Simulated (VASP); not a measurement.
# SiMo3 (P4/mmm) in VASP: a series of runs

The runs below take SiMo3 through density of states, with PBE.

Everything below comes from runs of VASP 6.6.1. Logs are shortened: lines on timing, memory, paths and dates and some standing lists are left out, and cuts for length are marked.

### Step 1. The crystal as given

The structure is tetragonal, space group P4/mmm (No. 123). Conventional cell: a = 3.251 Å, b = 3.251 Å, c = 5.697 Å, α = 90.00°, β = 90.00°, γ = 90.00°. Si (site symmetry 4/mmm) has 10 Mo at 2.66 to 2.85 Å as nearest neighbours. Mo (site symmetry 4mm) has 4 Si at 2.66 Å and 6 Mo at 2.68 to 3.01 Å as nearest neighbours. Mo (site symmetry 4/mmm) has 8 Mo at 2.75 Å and 2 Si at 2.85 Å as nearest neighbours.

The cell was built by a generator and needn't be a form met in nature.

### Step 2. Density of states, PBE

The input, POSCAR:

```
SiMo3                                   
1.0
    3.2513821632      0.0000000000      0.0000000000
    0.0000000000      3.2513821632      0.0000000000
    0.0000000000      0.0000000000      5.6967726226
  Si              Mo            
     1     3
Direct
     0.0000000000000000    0.0000000000000000    0.0000000000000000
     0.5000000000000000    0.5000000000000000    0.2354023899731033
     0.5000000000000000    0.5000000000000000    0.7645976100268967
     0.0000000000000000    0.0000000000000000    0.5000000000000000
```

The input, INCAR.step1:

```
SYSTEM = SiMo3
ALGO = Fast
EDIFF = 1E-6
ENCUT = 520
GGA = PE
ISIF = 2
ISMEAR = 0
KPAR = 4
LASPH = .True.
LCHARG = .True.
LMAXMIX = 4
LREAL = .False.
LWAVE = .False.
NELM = 60
PREC = Accurate
SIGMA = 0.1
```

The input, KPOINTS.step1:

```
k-points
0
Gamma
  10 10 6
  0 0 0
```

The input, INCAR.step2:

```
SYSTEM = SiMo3
ALGO = Fast
EDIFF = 1E-6
ENCUT = 520
GGA = PE
ICHARG = 11
ISIF = 2
ISMEAR = -5
KPAR = 4
LASPH = .True.
LCHARG = .False.
LMAXMIX = 4
LORBIT = 11
LREAL = .False.
LWAVE = .False.
NEDOS = 1001
NELM = 60
PREC = Accurate
SIGMA = 0.1
```

The input, KPOINTS.step2:

```
k-points
0
Gamma
  15 15 9
  0 0 0
```

Potentials or basis: VASP PAW PBE potentials, release 64 (Si, Mo_sv).

Run with:

```bash
$ cat potpaw_PBE.64/Si/POTCAR potpaw_PBE.64/Mo_sv/POTCAR > POTCAR
$ cp INCAR.step1 INCAR
$ cp KPOINTS.step1 KPOINTS
$ mpirun -np 4 vasp_std > vasp.out
$ cp INCAR.step2 INCAR
$ cp KPOINTS.step2 KPOINTS
$ mpirun -np 4 vasp_std > vasp.out
```

OUTCAR:

```text
SYSTEM = SiMo3
   EDIFF = 1E-6
   ENCUT = 520
   GGA = PE
   ICHARG = 11
   ISIF = 2
   ISMEAR = -5
   LASPH = .True.
   LORBIT = 11
   LREAL = .False.
   NELM = 60
   PREC = Accurate

 ion  position               nearest neighbor table
   1  0.000  0.000  0.000-   2 2.66   3 2.66   2 2.66   3 2.66   2 2.66   3 2.66   2 2.66   3 2.66
                             4 2.85   4 2.85
   2  0.500  0.500  0.235-   1 2.66   1 2.66   1 2.66   1 2.66   3 2.68   4 2.75   4 2.75   4 2.75
                             4 2.75   3 3.01
   3  0.500  0.500  0.765-   1 2.66   1 2.66   1 2.66   1 2.66   2 2.68   4 2.75   4 2.75   4 2.75
                             4 2.75   2 3.01
   4  0.000  0.000  0.500-   2 2.75   3 2.75   2 2.75   3 2.75   2 2.75   3 2.75   2 2.75   3 2.75
                             1 2.85   1 2.85

  LATTYP: Found a simple tetragonal cell.
 ALAT       =     3.2513821632
 C/A-ratio  =     1.7521079764

  Lattice vectors:

 A1 = (   3.2513821632,   0.0000000000,   0.0000000000)
 A2 = (   0.0000000000,   3.2513821632,   0.0000000000)
 A3 = (   0.0000000000,   0.0000000000,   5.6967726226)

Analysis of symmetry for initial positions (statically):
=====================================================================
 Subroutine PRICEL returns:
 Original cell was already a primitive cell.

 Routine SETGRP: Setting up the symmetry group for a
 simple tetragonal supercell.

 Subroutine GETGRP returns: Found 16 space group operations
 (whereof 16 operations were pure point group operations)
 out of a pool of 16 trial point group operations.

The static configuration has the point symmetry D_4h.

Analysis of symmetry for dynamics (positions and initial velocities):
=====================================================================
 Subroutine PRICEL returns:
 Original cell was already a primitive cell.

 Routine SETGRP: Setting up the symmetry group for a
 simple tetragonal supercell.

 Subroutine GETGRP returns: Found 16 space group operations
 (whereof 16 operations were pure point group operations)
 out of a pool of 16 trial point group operations.

The dynamic configuration has the point symmetry D_4h.

 Subroutine INISYM returns: Found 16 space group operations
 (whereof 16 operations are pure point group operations),
 and found     1 'primitive' translations

----------------------------------------------------------------------------------------

                                     Primitive cell

  volume of cell :      60.2234

  direct lattice vectors                    reciprocal lattice vectors
     3.251382163  0.000000000  0.000000000     0.307561508  0.000000000  0.000000000
     0.000000000  3.251382163  0.000000000     0.000000000  0.307561508  0.000000000
     0.000000000  0.000000000  5.696772623     0.000000000  0.000000000  0.175537987

  length of vectors
     3.251382163  3.251382163  5.696772623     0.307561508  0.307561508  0.175537987

  position of ions in fractional coordinates (direct lattice)
     0.000000000  0.000000000  0.000000000
     0.500000000  0.500000000  0.235402390
     0.500000000  0.500000000  0.764597610
     0.000000000  0.000000000  0.500000000

  ion indices of the primitive-cell ions
   primitive index   ion index
                 1           1
                 2           2
                 3           3
                 4           4

----------------------------------------------------------------------------------------

 KPOINTS: k-points

Automatic generation of k-mesh.
 Grid dimensions read from file:
 generate k-points for:   15   15    9

 Generating k-lattice:

  Cartesian coordinates                     Fractional coordinates (reciprocal lattice)
     0.020504101  0.000000000  0.000000000     0.066666667  0.000000000  0.000000000
     0.000000000  0.020504101  0.000000000     0.000000000  0.066666667  0.000000000
     0.000000000  0.000000000  0.019504221     0.000000000  0.000000000  0.111111111

  Length of vectors
     0.020504101  0.020504101  0.019504221

  Shift w.r.t. Gamma in fractional coordinates (k-lattice)
     0.000000000  0.000000000  0.000000000

 TETIRR: Found   3013 inequivalent tetrahedra from    12150

 Subroutine IBZKPT returns following result:
 ===========================================

 Found    180 irreducible k-points:

 Following reciprocal coordinates:
            Coordinates               Weight
  0.000000  0.000000  0.000000      1.000000
  0.066667  0.000000  0.000000      4.000000
  0.133333  0.000000  0.000000      4.000000
  0.200000  0.000000  0.000000      4.000000
  0.266667  0.000000  0.000000      4.000000
  0.333333  0.000000  0.000000      4.000000
[... 16 lines left out ...]
  0.266667  0.200000  0.000000      8.000000
  0.333333  0.200000  0.000000      8.000000
 [... further k-points ...]
   k-points           NKPTS =    180   k-points in BZ     NKDIM =    180   number of bands    NBANDS=     27
[... 33 lines left out ...]
   EFERMI_NEDOS =   21; number of points for ismear=-14 and -15
   IALGO  =     68    algorithm
   IMIX   =      4    mixing-type and parameters
     AMIX     =   0.40;   BMIX     =  1.00
     AMIX_MAG =   1.60;   BMIX_MAG =  1.00
  volume/ion in A,a.u.               =      15.06       101.60
  Fermi-wavevector in a.u.,A,eV,Ry     =   1.496485  2.827947 30.469817  2.239468
  Thomas-Fermi vector in A             =   2.608496
   LORBIT       =     11    0 simple, 1 ext, 2 COOP (PROOUT), +10 PAW based schemes
   GGA     = PE    functional components
   LHFCALC =     F    Hartree Fock is set to
   AEXX    =    0.0000 exact exchange contribution
   IVDW    =     0    specifies the selected vdW correction
   LEPSILON=     F    determine dielectric tensor
   LRPA    =     F    only Hartree local field effects (RPA)
 non-spin polarized calculation
 RMM-DIIS sequential band-by-band and
 Fermi weights with tetrahedron method with Bloechl corrections
  energy-cutoff  :      520.00
  volume of cell :       60.22
 maximum number of plane-waves:      1648

 number of electron      45.9999995 magnetization

 Free energy of the ion-electron system (eV)
  ---------------------------------------------------
  ext. energy  EPLUGINS =         0.00000000
  ---------------------------------------------------
  free energy    TOTEN  =       -38.49062682 eV

  energy without entropy =      -38.49062682  energy(sigma->0) =      -38.49062682

 E-fermi :  12.1762     XC(G=0): -12.9602

 val. band max:       12.1952148585   @ k =   0.3333   0.1333   0.1111
 cond. band min:      12.1035061872   @ k =   0.0667   0.0000   0.0000
 fundamental gap:     -0.0917086713
 Fermi energy:        12.1761641976

 k-point     1 :       0.0000    0.0000    0.0000
  band No.  band energies     occupation
      1     -48.9306      2.00000
      2     -48.6210      2.00000
      3     -48.6123      2.00000
      4     -23.1396      2.00000
      5     -23.1396      2.00000
      6     -23.1170      2.00000
[... 19 lines left out ...]
     26      13.6898      0.00000
     27      14.6403      0.00000

 k-point     2 :       0.0667    0.0000    0.0000
  band No.  band energies     occupation
      1     -48.9272      2.00000
      2     -48.6204      2.00000
      3     -48.6146      2.00000
      4     -23.1935      2.00000
      5     -23.1318      2.00000
      6     -23.1317      2.00000
[... 19 lines left out ...]
     26      13.6357      0.00000
     27      14.2566      0.00000

 k-point     3 :       0.1333    0.0000    0.0000
  band No.  band energies     occupation
      1     -48.9171      2.00000
      2     -48.6215      2.00000
      3     -48.6187      2.00000
      4     -23.2624      2.00000
      5     -23.1716      2.00000
      6     -23.1084      2.00000
[... 594 lines left out ...]
      1     -48.8614      2.00000
      2     -48.6578      2.00000
      3     -48.6084      2.00000
      4     -23.3407      2.00000
      5     -23.2581      2.00000
      6     -23.2437      2.00000
[... 19 lines left out ...]
     26      13.6425      0.00000
     27      14.3380      0.00000

 k-point    24 :       0.3333    0.2000    0.0000
  band No.  band energies     occupation
      1     -48.8441      2.00000
      2     -48.6698      2.00000
      3     -48.6056      2.00000
      4     -23.3909      2.00000
      5     -23.2799      2.00000
      6     -23.2247      2.00000
[... 19 lines left out ...]
     26      13.8738      0.00000
     27      14.3359      0.00000

 [... further k-points ...]

------------------------ aborting loop because EDIFF is reached ----------------------------------------

  FORCE on cell =-STRESS in cart. coord.  units (eV):
  Direction    XX          YY          ZZ          XY          YZ          ZX
  --------------------------------------------------------------------------------------
  -------------------------------------------------------------------------------------
  Total        0.0458806      0.0458806     -0.1122908      0.0000000     -0.0000000      0.0000000
  in kB        1.2206050      1.2206050     -2.9873752      0.0000000     -0.0000000      0.0000000
  external PRESSURE =      -0.1820550 kB  Pullay stress =       0.0000000 kB

 VOLUME and BASIS-vectors are now :
 -----------------------------------------------------------------------------
  energy-cutoff  :      520.00
  volume of cell :       60.22
      direct lattice vectors                 reciprocal lattice vectors
     3.251382163  0.000000000  0.000000000     0.307561508  0.000000000  0.000000000
     0.000000000  3.251382163  0.000000000     0.000000000  0.307561508  0.000000000
     0.000000000  0.000000000  5.696772623     0.000000000  0.000000000  0.175537987

 POSITION                                       TOTAL-FORCE (eV/Angst)
 -----------------------------------------------------------------------------------
      0.00000      0.00000      0.00000         0.000000      0.000000      0.000000
      1.62569      1.62569      1.34103         0.000000     -0.000000     -0.029984
      1.62569      1.62569      4.35574        -0.000000     -0.000000      0.029984
      0.00000      0.00000      2.84839         0.000000      0.000000      0.000000
 -----------------------------------------------------------------------------------
    total drift:                               -0.000000     -0.000000     -0.000000

  FREE ENERGIE OF THE ION-ELECTRON SYSTEM (eV)
  ---------------------------------------------------
  free  energy   TOTEN  =       -38.4906268210 eV

  energy  without entropy=      -38.4906268210  energy(sigma->0) =      -38.49062682

 total charge

# of ion       s       p       d       tot
------------------------------------------
    1        0.728   0.893   0.000   1.621
    2        2.336   6.189   4.000  12.525
    3        2.336   6.189   4.000  12.525
    4        2.361   6.199   3.899  12.459
--------------------------------------------------
tot          7.760  19.471  11.900  39.131
```

It took 48 s on 4 MPI ranks of AMD EPYC 9R45 (Zen 5), shared host; peak memory 0.31 GiB.

Results:

```yaml
Valence_electrons_inside_the_program's_atomic_spheres: Si 1.62; Mo 12.53, 12.46
```

States per cell in windows of 0.5 eV (zero at the Fermi level; states under -8 eV left out):
```
from (eV)  total  Mo4_d  Mo2_d  Mo3_d  Si1_p  Mo4_s  Mo2_s
     -8.0   0.05   0.00   0.01   0.01   0.00   0.00   0.00
     -7.5   0.00   0.00   0.00   0.00   0.00   0.00   0.00
     -7.0   0.02   0.00   0.00   0.00   0.00   0.00   0.00
     -6.5   0.14   0.01   0.01   0.01   0.01   0.01   0.01
     -6.0   0.56   0.03   0.04   0.04   0.07   0.02   0.04
     -5.5   1.16   0.07   0.14   0.14   0.14   0.05   0.05
     -5.0   1.52   0.15   0.22   0.22   0.14   0.07   0.04
     -4.5   2.02   0.36   0.32   0.32   0.11   0.09   0.03
     -4.0   1.23   0.25   0.22   0.22   0.07   0.02   0.02
     -3.5   2.48   0.60   0.50   0.50   0.08   0.03   0.03
     -3.0   2.34   0.74   0.45   0.45   0.05   0.01   0.01
     -2.5   2.57   0.58   0.55   0.55   0.08   0.02   0.01
     -2.0   1.66   0.35   0.33   0.33   0.06   0.02   0.01
     -1.5   1.03   0.16   0.26   0.26   0.02   0.00   0.01
     -1.0   1.73   0.30   0.44   0.44   0.03   0.01   0.02
     -0.5   1.68   0.29   0.45   0.45   0.02   0.01   0.01
      0.0   1.94   0.36   0.55   0.55   0.03   0.00   0.01
      0.5   1.33   0.36   0.33   0.33   0.02   0.00   0.01
      1.0   1.76   0.60   0.40   0.40   0.03   0.01   0.01
      1.5   1.98   0.66   0.48   0.48   0.04   0.01   0.01
      2.0   1.36   0.37   0.38   0.38   0.02   0.01   0.01
      2.5   0.02   0.00   0.01   0.01   0.00   0.00   0.00
      3.0   0.00   0.00   0.00   0.00   0.00   0.00   0.00
      3.5   0.00   0.00   0.00   0.00   0.00   0.00   0.00
      4.0   0.00   0.00   0.00   0.00   0.00   0.00   0.00
      4.5   0.00   0.00   0.00   0.00   0.00   0.00   0.00
```

Caveat: tetrahedron occupations give inexact forces and stress in metals.

### Step 3. Density of states, PBE

This run uses another cell than the first one: it holds 8 atoms, not 4.

The input, POSCAR:

```
SiMo3                                   
1.0
    4.9093842346      0.0000000000      0.0000000000
    0.0000000000      4.9093842346      0.0000000000
    0.0000000000      0.0000000000      4.9093842346
  Si              Mo            
     2     6
Direct
     0.0000000000000000    0.0000000000000000    0.0000000000000000
     0.5000000000000000    0.5000000000000000    0.5000000000000000
     0.2500000000000000    0.5000000000000000    0.0000000000000000
     0.7500000000000000    0.5000000000000000    0.0000000000000000
     0.0000000000000000    0.2500000000000000    0.5000000000000000
     0.0000000000000000    0.7500000000000000    0.5000000000000000
     0.5000000000000000    0.0000000000000000    0.2500000000000000
     0.5000000000000000    0.0000000000000000    0.7500000000000000
```

INCAR.step1 is that of step 2.

The input, KPOINTS.step1:

```
k-points
0
Gamma
  6 6 6
  0 0 0
```

INCAR.step2 is that of step 2.

The input, KPOINTS.step2:

```
k-points
0
Gamma
  9 9 9
  0 0 0
```

Potentials or basis: VASP PAW PBE potentials, release 64 (Si, Mo_sv).

Run with:

```bash
$ cat potpaw_PBE.64/Si/POTCAR potpaw_PBE.64/Mo_sv/POTCAR > POTCAR
$ cp INCAR.step1 INCAR
$ cp KPOINTS.step1 KPOINTS
$ mpirun -np 4 vasp_std > vasp.out
$ cp INCAR.step2 INCAR
$ cp KPOINTS.step2 KPOINTS
$ mpirun -np 4 vasp_std > vasp.out
```

Run time: 62 s. Hardware: 4 MPI ranks of AMD EPYC 9R45 (Zen 5), shared host; peak memory 0.31 GiB.

The run converged. Its results:

| Quantity | Value |
| --- | --- |
| Valence electrons inside the program's atomic spheres | Si 1.60; Mo 12.59 |

Levels at points of the mesh, in eV from the Fermi level:
```tsv
k point	band 44	band 45	band 46	band 47	band 48	band 49
(0.00, 0.00, 0.00)	-1.56	1.21	1.21	1.21	1.96	2.30
```

States per cell in windows of 0.5 eV (zero at the Fermi level; states under -8 eV left out):
```
from (eV)  total  Mo7_d  Mo8_d  Mo3_d  Mo4_d  Mo5_d  Mo6_d
     -8.0   0.00   0.00   0.00   0.00   0.00   0.00   0.00
     -7.5   0.00   0.00   0.00   0.00   0.00   0.00   0.00
     -7.0   0.00   0.00   0.00   0.00   0.00   0.00   0.00
     -6.5   0.21   0.01   0.01   0.01   0.01   0.01   0.01
     -6.0   2.69   0.12   0.12   0.12   0.12   0.12   0.12
     -5.5   1.75   0.11   0.11   0.11   0.11   0.11   0.11
     -5.0   4.99   0.39   0.39   0.39   0.39   0.39   0.39
     -4.5   2.91   0.26   0.26   0.26   0.26   0.26   0.26
     -4.0   4.49   0.50   0.50   0.50   0.50   0.50   0.50
     -3.5   5.01   0.55   0.55   0.55   0.55   0.55   0.55
     -3.0   2.97   0.34   0.34   0.34   0.34   0.34   0.34
     -2.5   3.27   0.36   0.36   0.36   0.36   0.36   0.36
     -2.0   5.50   0.61   0.61   0.61   0.61   0.61   0.61
     -1.5   3.59   0.40   0.40   0.40   0.40   0.40   0.40
     -1.0   1.43   0.18   0.18   0.18   0.18   0.18   0.18
     -0.5   1.94   0.24   0.24   0.24   0.24   0.24   0.24
      0.0   2.34   0.29   0.29   0.29   0.29   0.29   0.29
      0.5   2.94   0.38   0.38   0.38   0.38   0.38   0.38
      1.0   4.06   0.55   0.55   0.55   0.55   0.55   0.55
      1.5   4.79   0.64   0.64   0.64   0.64   0.64   0.64
      2.0   3.54   0.46   0.46   0.46   0.46   0.46   0.46
      2.5   0.63   0.08   0.08   0.08   0.08   0.08   0.08
      3.0   0.00   0.00   0.00   0.00   0.00   0.00   0.00
      3.5   0.00   0.00   0.00   0.00   0.00   0.00   0.00
      4.0   0.00   0.00   0.00   0.00   0.00   0.00   0.00
      4.5   0.00   0.00   0.00   0.00   0.00   0.00   0.00
```

Caveat: tetrahedron occupations give inexact forces and stress in metals.

### Step 4. Density of states, PBE

This run uses another cell than the first one: it holds 8 atoms, not 4.

The input, POSCAR:

```
SiMo3                                   
1.0
    5.4185984247      0.0000000000      0.0000000000
   -2.7092992123      4.6926438921      0.0000000000
    0.0000000000      0.0000000000      4.7194953087
  Si              Mo            
     2     6
Direct
     0.3333333300000021    0.6666666699999979    0.2500000000000000
     0.6666666699999979    0.3333333300000021    0.7500000000000000
     0.8325742151706024    0.6651484203412039    0.2500000000000000
     0.1674257848293976    0.8325742151706024    0.7500000000000000
     0.6651484203412039    0.8325742151706024    0.7500000000000000
     0.3348515796587961    0.1674257848293976    0.2500000000000000
     0.8325742151706024    0.1674257848293976    0.2500000000000000
     0.1674257848293976    0.3348515796587961    0.7500000000000000
```

INCAR.step1 is that of step 3.

KPOINTS.step1 is that of step 3.

INCAR.step2 is that of step 3.

KPOINTS.step2 is that of step 3.

Run with:

```bash
$ cat potpaw_PBE.64/Si/POTCAR potpaw_PBE.64/Mo_sv/POTCAR > POTCAR
$ cp INCAR.step1 INCAR
$ cp KPOINTS.step1 KPOINTS
$ mpirun -np 4 vasp_std > vasp.out
$ cp INCAR.step2 INCAR
$ cp KPOINTS.step2 KPOINTS
$ mpirun -np 4 vasp_std > vasp.out
```

Run time: 84 s. Hardware: 4 MPI ranks of AMD EPYC 9R45 (Zen 5), shared host; peak memory 0.38 GiB.

Results (log left out):

```yaml
Valence_electrons_inside_the_program's_atomic_spheres: Si 1.62; Mo 12.55
```

Levels at points of the mesh, in eV from the Fermi level:
```csv
k point,band 44,band 45,band 46,band 47,band 48,band 49
"(0.00, 0.00, 0.00)",-0.97,-0.70,0.87,0.87,1.18,1.18
```

States per cell in windows of 1 eV (zero at the Fermi level; states under -8 eV left out):
| from (eV) | total | Mo3_d | Mo8_d | Mo4_d | Mo5_d | Mo6_d | Mo7_d |
| --- | --- | --- | --- | --- | --- | --- | --- |
| -8.0 | 0.00 | 0.00 | 0.00 | 0.00 | 0.00 | 0.00 | 0.00 |
| -7.0 | 0.00 | 0.00 | 0.00 | 0.00 | 0.00 | 0.00 | 0.00 |
| -6.0 | 3.77 | 0.18 | 0.18 | 0.18 | 0.18 | 0.18 | 0.18 |
| -5.0 | 6.44 | 0.47 | 0.47 | 0.47 | 0.47 | 0.47 | 0.47 |
| -4.0 | 7.05 | 0.67 | 0.67 | 0.67 | 0.67 | 0.67 | 0.67 |
| -3.0 | 8.92 | 1.02 | 1.02 | 1.02 | 1.02 | 1.02 | 1.02 |
| -2.0 | 7.55 | 0.86 | 0.86 | 0.86 | 0.86 | 0.86 | 0.86 |
| -1.0 | 6.87 | 0.83 | 0.83 | 0.83 | 0.83 | 0.83 | 0.83 |
| 0.0 | 4.72 | 0.59 | 0.59 | 0.59 | 0.59 | 0.59 | 0.59 |
| 1.0 | 9.75 | 1.28 | 1.28 | 1.28 | 1.28 | 1.28 | 1.28 |
| 2.0 | 3.99 | 0.54 | 0.54 | 0.54 | 0.54 | 0.54 | 0.54 |
| 3.0 | 0.01 | 0.00 | 0.00 | 0.00 | 0.00 | 0.00 | 0.00 |
| 4.0 | 0.00 | 0.00 | 0.00 | 0.00 | 0.00 | 0.00 | 0.00 |
| 5.0 | 0.00 | 0.00 | 0.00 | 0.00 | 0.00 | 0.00 | 0.00 |

Caveat: tetrahedron occupations give inexact forces and stress in metals.
